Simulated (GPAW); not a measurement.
Set up this calculation in GPAW 26.7.0, as an ASE script.

| Property | Result |
| --- | --- |
| Task | single point |
| Functional | PBE |
| Potentials or basis | GPAW PAW data sets (gpaw-data 1.2.1) |
| Cutoff | 800 eV |
| Basis | pw |
| k mesh | 10 × 10 × 6 |
| Occupations | fermi-dirac, width 0.05 eV |
| Spin | no spin polarisation |
| Maxiter | 150 |

AlN:

```xyz
4
Lattice="3.1130 0.0000 0.0000 -1.5565 2.6959 0.0000 0.0000 0.0000 4.9810" Properties=species:S:1:pos:R:3 pbc="T T T"
Al    1.5565    0.8986    2.4905
Al    0.0000    1.7973    0.0000
N     1.5565    0.8986    4.3833
N     0.0000    1.7973    1.8928
```

One way to write it, as run:

run.py

```python
from ase import Atoms
from ase.dft.bandgap import bandgap
from ase.io import write
from ase.units import GPa
from gpaw import GPAW, PW

atoms = Atoms(['Al', 'Al', 'N', 'N'],
              cell=[[3.113, 0.0, 0.0],
                    [-1.5565, 2.695937082, 0.0],
                    [0.0, 0.0, 4.981]],
              scaled_positions=[[0.6666666667, 0.3333333333, 0.5],
                                [0.3333333333, 0.6666666667, 0.0],
                                [0.6666666667, 0.3333333333, 0.88],
                                [0.3333333333, 0.6666666667, 0.38]],
              pbc=True)

calc = GPAW(mode=PW(800),
            xc='PBE',
            kpts={'size': (10, 10, 6), 'gamma': True},
            occupations={'name': 'fermi-dirac', 'width': 0.05},
            nbands=18,
            convergence={'density': 1e-05, 'energy': 1e-05},
            maxiter=150,
            txt='gpaw.txt')
atoms.calc = calc
energy = atoms.get_potential_energy()
forces = atoms.get_forces()
stress = atoms.get_stress()
calc.write('gs.gpw')
write('result.traj', atoms)
print(f'Energy: {energy:.6f} eV')
print('Forces (eV/A):')
print(forces.round(4))
print('Stress (GPa):', (stress / GPa).round(3))
print('Fermi level:', round(calc.get_fermi_level(), 4), 'eV')
print(f'Gap: {bandgap(calc)[0]:.4f} eV, direct: {bandgap(calc, direct=True)[0]:.4f} eV')
```

Potentials or basis: GPAW PAW data sets (gpaw-data 1.2.1), pw.

Run with:

```console
$ OMP_NUM_THREADS=1 python run.py
```

It gave:

```json
{
 "Pressure": "4.6 GPa",
 "Largest force": "0.133 eV/Å",
 "Band gap on the k mesh": "4.23 eV, direct"
}
```

Run time: 50 s on 1 thread of Arm Neoverse V2, with other jobs on the host, peak memory 0.22 GiB.
